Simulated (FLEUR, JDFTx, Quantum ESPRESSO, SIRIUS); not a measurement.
## Sn: programs and potentials compared

```
Sn
1.0
     0.00000    3.23334    3.23334
     3.23334    0.00000    3.23334
     3.23334    3.23334    0.00000
Sn
2
Cartesian
  4.8500 4.8500 4.8500
  3.2333 3.2333 3.2333
```

This isn't the form of Sn at room conditions, which is tetragonal (white tin).

Alike in all runs: task equation of state; functional PBEsol; k mesh 7 × 7 × 7; occupations fermi-dirac, width 0.05 eV; no spin polarisation; no spin-orbit coupling.

```json
{"program and potentials": "SIRIUS, all-electron FP-LAPW, apw+lo standard", "plane-wave cutoff (eV)": "-", "notes": "-", "equilibrium volume (Å³/atom)": "34.94", "bulk modulus (GPa)": "40.1"}
{"program and potentials": "JDFTx, PseudoDojo-SR-PBEsol-0.4.1-standard", "plane-wave cutoff (eV)": "980", "notes": "-", "equilibrium volume (Å³/atom)": "35.07", "bulk modulus (GPa)": "41.3"}
{"program and potentials": "FLEUR, all-electron, FLAPW", "plane-wave cutoff (eV)": "-", "notes": "-", "equilibrium volume (Å³/atom)": "34.98", "bulk modulus (GPa)": "41.1"}
{"program and potentials": "Quantum ESPRESSO, PseudoDojo 0.4.1 SR PBEsol standard", "plane-wave cutoff (eV)": "980", "notes": "-", "equilibrium volume (Å³/atom)": "35.07", "bulk modulus (GPa)": "41.2"}
```

The equilibrium volume spans 34.94 (SIRIUS, all-electron FP-LAPW, apw+lo standard) to 35.07 Å³/atom (Quantum ESPRESSO, PseudoDojo 0.4.1 SR PBEsol standard), with all-electron results at 34.94 to 34.98. The bulk modulus spans 40.1 (SIRIUS, all-electron FP-LAPW, apw+lo standard) to 41.3 GPa (JDFTx, PseudoDojo-SR-PBEsol-0.4.1-standard), with all-electron results at 40.1 to 41.1. For a metal such a mesh isn't converged, which the comparison doesn't need.

Differences between rows come from potentials, basis sets and numerical settings, since the functional is the same but for its coding. Runs on potential files found faulty are left out.
